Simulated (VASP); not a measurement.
# BP (F-43m) in VASP: a series of runs

The runs below take BP through G0W0 quasiparticle levels, with PBE, LDA.

Everything below comes from runs of VASP 6.6.1. Logs are shortened: lines on timing, memory, paths and dates and some standing lists are left out, and cuts for length are marked.

## Step 1: Starting point

The structure is cubic, space group F-43m (No. 216). The conventional cell has a = 4.538 Å, b = 4.538 Å, c = 4.538 Å, α = 90.00°, β = 90.00°, γ = 90.00°. Around P (site symmetry -43m) lie 4 B at 1.97 Å. B (site symmetry -43m) is surrounded by 4 P at 1.97 Å.

## Step 2: G0W0 quasiparticle levels, PBE

POSCAR reads:

```
BP
1.0
    0.0000000000      2.2690000000      2.2690000000
    2.2690000000      0.0000000000      2.2690000000
    2.2690000000      2.2690000000      0.0000000000
P B
1 1
Direct
    0.7500000000      0.7500000000      0.7500000000
    0.0000000000      0.0000000000      0.0000000000
```

INCAR.step1 reads:

```
SYSTEM = BP
PREC = Accurate
ENCUT = 450
EDIFF = 1E-8
ISMEAR = 0
SIGMA = 0.01
LREAL = .FALSE.
LASPH = .TRUE.
NELM = 60
ALGO = Fast
LWAVE = .TRUE.
LCHARG = .FALSE.
GGA = PE
```

INCAR.step2 reads:

```
SYSTEM = BP
PREC = Accurate
ENCUT = 450
EDIFF = 1E-8
ISMEAR = 0
SIGMA = 0.01
LREAL = .FALSE.
LASPH = .TRUE.
NELM = 1
ALGO = Exact
LWAVE = .TRUE.
LCHARG = .FALSE.
GGA = PE
NBANDS = 73
LOPTICS = .TRUE.
ISTART = 1
```

INCAR.step3 reads:

```
SYSTEM = BP
PREC = Accurate
ENCUT = 450
EDIFF = 1E-8
ISMEAR = 0
SIGMA = 0.01
LREAL = .FALSE.
LASPH = .TRUE.
ALGO = EVGW0
LWAVE = .FALSE.
LCHARG = .FALSE.
GGA = PE
NELMGW = 1
NBANDS = 73
ENCUTGW = 120
NOMEGA = 50
PRECFOCK = Fast
ISTART = 1
NBANDSGW = 12
```

KPOINTS reads:

```
regular mesh
0
G
  6 6 6
  0 0 0
```

Potentials or basis: VASP PAW PBE potentials, release 64 (P_GW, B_GW).

Launch:

```console
$ cat potpaw_PBE.64/P_GW/POTCAR potpaw_PBE.64/B_GW/POTCAR > POTCAR
$ cp INCAR.step1 INCAR
$ mpirun -np 1 vasp_std > vasp.out
$ cp INCAR.step2 INCAR
$ mpirun -np 1 vasp_std > vasp.out
$ cp INCAR.step3 INCAR
$ mpirun -np 1 vasp_std > vasp.out
```

OUTCAR:

```text
SYSTEM = BP
   PREC = Accurate
   ENCUT = 450
   EDIFF = 1E-8
   ISMEAR = 0
   LREAL = .FALSE.
   LASPH = .TRUE.
   GGA = PE
   NELMGW = 1
   ENCUTGW = 120
   PRECFOCK = Fast
   ISTART = 1

 ion  position               nearest neighbor table
   1  0.750  0.750  0.750-   2 1.97   2 1.97   2 1.97   2 1.97
   2  0.000  0.000  0.000-   1 1.97   1 1.97   1 1.97   1 1.97

  LATTYP: Found a face centered cubic cell.
 ALAT       =     4.5380000000

  Lattice vectors:

 A1 = (   0.0000000000,   2.2690000000,   2.2690000000)
 A2 = (   2.2690000000,   0.0000000000,   2.2690000000)
 A3 = (   2.2690000000,   2.2690000000,   0.0000000000)

Analysis of symmetry for initial positions (statically):
=====================================================================
 Subroutine PRICEL returns:
 Original cell was already a primitive cell.

 Routine SETGRP: Setting up the symmetry group for a
 face centered cubic supercell.

 Subroutine GETGRP returns: Found 24 space group operations
 (whereof 24 operations were pure point group operations)
 out of a pool of 48 trial point group operations.

The static configuration has the point symmetry T_d .

Analysis of symmetry for dynamics (positions and initial velocities):
=====================================================================
 Subroutine PRICEL returns:
 Original cell was already a primitive cell.

 Routine SETGRP: Setting up the symmetry group for a
 face centered cubic supercell.

 Subroutine GETGRP returns: Found 24 space group operations
 (whereof 24 operations were pure point group operations)
 out of a pool of 48 trial point group operations.

The dynamic configuration has the point symmetry T_d .

 Subroutine INISYM returns: Found 24 space group operations
 (whereof 24 operations are pure point group operations),
 and found     1 'primitive' translations

----------------------------------------------------------------------------------------

                                     Primitive cell

  volume of cell :      23.3633

  direct lattice vectors                    reciprocal lattice vectors
     0.000000000  2.269000000  2.269000000    -0.220361393  0.220361393  0.220361393
     2.269000000  0.000000000  2.269000000     0.220361393 -0.220361393  0.220361393
     2.269000000  2.269000000  0.000000000     0.220361393  0.220361393 -0.220361393

  length of vectors
     3.208850573  3.208850573  3.208850573     0.381677128  0.381677128  0.381677128

  position of ions in fractional coordinates (direct lattice)
     0.750000000  0.750000000  0.750000000
     0.000000000  0.000000000  0.000000000

  ion indices of the primitive-cell ions
   primitive index   ion index
                 1           1
                 2           2

----------------------------------------------------------------------------------------

 KPOINTS: regular mesh

Automatic generation of k-mesh.
 Grid dimensions read from file:
 generate k-points for:    6    6    6

 Generating k-lattice:

  Cartesian coordinates                     Fractional coordinates (reciprocal lattice)
    -0.036726899  0.036726899  0.036726899     0.166666667  0.000000000  0.000000000
     0.036726899 -0.036726899  0.036726899     0.000000000  0.166666667  0.000000000
     0.036726899  0.036726899 -0.036726899     0.000000000  0.000000000  0.166666667

  Length of vectors
     0.063612855  0.063612855  0.063612855

  Shift w.r.t. Gamma in fractional coordinates (k-lattice)
     0.000000000  0.000000000  0.000000000

 Subroutine IBZKPT returns following result:
 ===========================================

 Found     16 irreducible k-points:

 Following reciprocal coordinates:
            Coordinates               Weight
  0.000000  0.000000  0.000000      1.000000
  0.166667  0.000000  0.000000      8.000000
  0.333333  0.000000  0.000000      8.000000
  0.500000  0.000000  0.000000      4.000000
  0.166667  0.166667  0.000000      6.000000
  0.333333  0.166667  0.000000     24.000000
[... 8 lines left out ...]
 -0.333333  0.333333  0.166667     24.000000
 -0.333333  0.500000  0.166667     12.000000
   k-points           NKPTS =     16   k-points in BZ     NKDIM =    216   number of bands    NBANDS=     73
   number of dos      NEDOS =    301   number of ions     NIONS =      2
   total plane-waves  NPLWV =  13824
   dimension x,y,z NGX =    24 NGY =   24 NGZ =   24
   dimension x,y,z NGXF=    48 NGYF=   48 NGZF=   48
   ions per type =               1   1
   NGX,Y,Z   is equivalent  to a cutoff of  12.43, 12.43, 12.43 a.u.
   NGXF,Y,Z  is equivalent  to a cutoff of  24.87, 24.87, 24.87 a.u.
 SYSTEM =  BP
   PREC   = accura    normal or accurate (medium, high low for compatibility)
   ISTART =      1    job   : 0-new  1-cont  2-samecut
   ICHARG =      0    charge: 1-file 2-atom 10-const
   ISPIN  =      1    spin polarized calculation?
   LNONCOLLINEAR =      F non collinear calculations
   LSORBIT =      F    spin-orbit coupling
   LASPH  =      T    aspherical Exc in radial PAW
   ENCUT  =  450.0 eV  33.07 Ry    5.75 a.u.   5.55  5.55  5.55*2*pi/ulx,y,z
   NELM   =     60;   NELMIN=  2; NELMDL=  0     # of ELM steps
   EDIFF  = 0.1E-07   stopping-criterion for ELM
   LREAL  =      F    real-space projection
   EDIFFG = 0.1E-06   stopping-criterion for IOM
   NSW    =      0    number of steps for IOM
   IBRION =     -1    ionic relax: 0-MD 1-quasi-New 2-CG
   NFREE  =      0    steps in history (QN), initial steepest desc. (CG)
   ISIF   =      0    stress and relaxation
   ISYM   =      3    0-nonsym 1-usesym 2-fastsym
   POTIM  = 0.5000    time-step for ionic-motion
   TEBEG  =    0.0;   TEEND  =   0.0 temperature during run
   PSTRESS=    0.0 pullay stress
   NELECT =       8.0000    total number of electrons
   NUPDOWN=      -1.0000    fix difference up-down
   EMIN   =  10.00;   EMAX   =-10.00  energy-range for DOS
   EFERMI =   0.00;   METHOD = LEGACY
   ISMEAR =     0;   SIGMA  =   0.01  broadening in eV -4-tet -1-fermi 0-gaus
   EFERMI_NEDOS =   21; number of points for ismear=-14 and -15
   IALGO  =     38    algorithm
   IMIX   =      4    mixing-type and parameters
     AMIX     =   0.40;   BMIX     =  1.00
     AMIX_MAG =   1.60;   BMIX_MAG =  1.00
  volume/ion in A,a.u.               =      11.68        78.83
  Fermi-wavevector in a.u.,A,eV,Ry     =   1.145320  2.164342 17.847562  1.311759
  Thomas-Fermi vector in A             =   2.282009
   LORBIT       =      0    0 simple, 1 ext, 2 COOP (PROOUT), +10 PAW based schemes
   GGA     = PE    functional components
   LHFCALC =     T    Hartree Fock is set to
   PRECFOCK=fast      Normal, Fast or Accurate (Low or Medium for compatibility)
   ENCUT4O =  -1.0   cutoff for four orbital integrals eV
   NKREDX  =     1    reduce k-point grid by
   NKREDY  =     1    reduce k-point grid by
   NKREDZ  =     1    reduce k-point grid by
   AEXX    =    1.0000 exact exchange contribution
   HFSCREEN=    0.0000 screening length (either q_TF or 0.3 A-1)
   HFSCREENC=   0.0000 screening length for correlation (either q_TF or 0.3 A-1)
   ENCUTFOCK=  -1.0 apply spherical cutoff to Coloumb kernel
   IVDW    =     0    specifies the selected vdW correction
   LEPSILON=     F    determine dielectric tensor
   LRPA    =     F    only Hartree local field effects (RPA)
   LRPAFORCE           =     F    calculate RPA forces
   ENCUTGW             = 120.0    cutoff for response function in eV
   ENCUTGWSOFT         =  96.0    soft cutoff for Coulomb kernel in GW response function in eV
   ENCUTLF             =  -1.0    cutoff for local field effects
   NELMGW              =     1    number of iterations in solving QP/BSE equation
   NELMHF              =     1    number of iterations in the inner HF iteration
   NKREDLFX            =     1    NKREDLFY  =   1   NKREDLFZ  =   1
 non-spin polarized calculation
 Gauss-broadening in eV      SIGMA  =   0.01
  energy-cutoff  :      450.00
  volume of cell :       23.36
 maximum number of plane-waves:       531
 NGX is ok and might be reduce to    24
  NGX = 14; NGY = 14; NGZ = 14
   NGX = 11   NGY = 11   NGZ = 11
 maximum number of plane-waves:        74
 NGX is ok and might be reduce to    14

 QP shifts <psi_nk| G(iteration)W_0 |psi_nk>: iteration 1
 for sc-GW calculations column KS-energies equals QP-energies in previous step
 and V_xc(KS)=  KS-energies - (<T + V_ion + V_H > + <T+V_H+V_ion>^1  + <V_x>^1)

 k-point   1 :       0.0000    0.0000    0.0000
  band No.  KS-energies  QP-energies   sigma(KS)   V_xc(KS)     V^pw_x(r,r')   Z            occupation Imag(sigma)

      1      -8.3253      -9.0492     -13.1006     -12.0592     -20.4820       0.6952       2.0000       1.3982
      2       7.1369       6.7374     -13.8115     -13.3045     -14.9313       0.7880       2.0000       0.0595
      3       7.1369       6.7374     -13.8115     -13.3045     -14.9313       0.7880       2.0000       0.0595
      4       7.1369       6.7374     -13.8115     -13.3045     -14.9313       0.7880       2.0000       0.0595
      5      10.5401      11.0056     -11.4838     -12.0774      -7.1355       0.7842       0.0000      -0.0758
      6      10.5401      11.0056     -11.4838     -12.0774      -7.1355       0.7842       0.0000      -0.0758
      7      10.5401      11.0056     -11.4838     -12.0774      -7.1355       0.7842       0.0000      -0.0758
      8      14.5122      14.9975     -12.1171     -12.7617      -6.2255       0.7529       0.0000      -0.1725
      9      18.6606      18.6641      -9.4545      -9.4589      -3.3683       0.7825       0.0000      -0.3565
     10      19.1579      19.7397     -11.0062     -11.7578      -4.9743       0.7741       0.0000      -0.3092
     11      19.1579      19.7397     -11.0062     -11.7578      -4.9743       0.7741       0.0000      -0.3092
     12      22.8222      23.0201      -9.6903      -9.9460      -2.8196       0.7742       0.0000      -0.7839

 k-point   2 :       0.1667    0.0000    0.0000
  band No.  KS-energies  QP-energies   sigma(KS)   V_xc(KS)     V^pw_x(r,r')   Z            occupation Imag(sigma)
[... 225 lines left out ...]
      1      -3.2711      -3.8599     -13.6263     -12.8131     -19.0761       0.7241       2.0000       0.6389
      2      -1.0873      -1.8146     -13.5791     -12.5648     -18.2980       0.7170       2.0000       0.3839
      3       1.8378       1.1798     -12.8056     -11.9284     -15.6461       0.7500       2.0000       0.1317
      4       1.9609       1.3155     -12.8000     -11.9409     -15.6065       0.7512       2.0000       0.1302
      5      10.9663      11.3011     -10.8905     -11.3173      -6.2206       0.7843       0.0000      -0.0932
      6      11.5826      11.9357     -10.8295     -11.2779      -6.0830       0.7875       0.0000      -0.0955
      7      16.2415      16.7642     -11.5362     -12.2344      -5.1908       0.7487       0.0000      -0.2681
      8      16.9047      17.4473     -11.4658     -12.1849      -5.1332       0.7545       0.0000      -0.2868
      9      20.0029      20.6026     -11.6480     -12.4521      -4.5439       0.7457       0.0000      -0.5104
     10      23.2034      23.8055     -11.3697     -12.1712      -3.9237       0.7513       0.0000      -0.7245
     11      23.5842      24.1806     -11.9718     -12.7660      -4.5509       0.7510       0.0000      -0.7745
     12      27.5781      27.9884     -11.3323     -11.8818      -3.7507       0.7469       0.0000      -1.0730
```

Wall time 80 s (1 thread of Intel Xeon 6975P-C (Granite Rapids), shared host); peak memory 0.32 GiB.

Results:

| Property | Result |
| --- | --- |
| Band gap on the k mesh, mean-field level | 1.33 eV, indirect (least direct gap 3.40 eV) |
| Quasiparticle gap | 1.94 eV |
| Least direct quasiparticle gap | 4.27 eV |

Levels at points of the mesh, in eV from the valence-band top:
```
           k point  band 1  band 2  band 3  band 4  band 5  band 6  band 7  band 8
(0.00, 0.00, 0.00)  -15.46    0.00    0.00    0.00    3.40    3.40    3.40    7.38
(0.50, 0.00, 0.00)  -12.14   -9.03   -1.76   -1.76    3.78    4.71    4.71   10.14
(0.50, 0.50, 0.00)  -10.61   -8.58   -4.11   -4.11    1.33    1.66   12.09   12.09
```

Caveat: bands, screening cutoff and mesh are small and nothing is extrapolated, so the quasiparticle values aren't converged.

(Continued in part 2 of 3.)
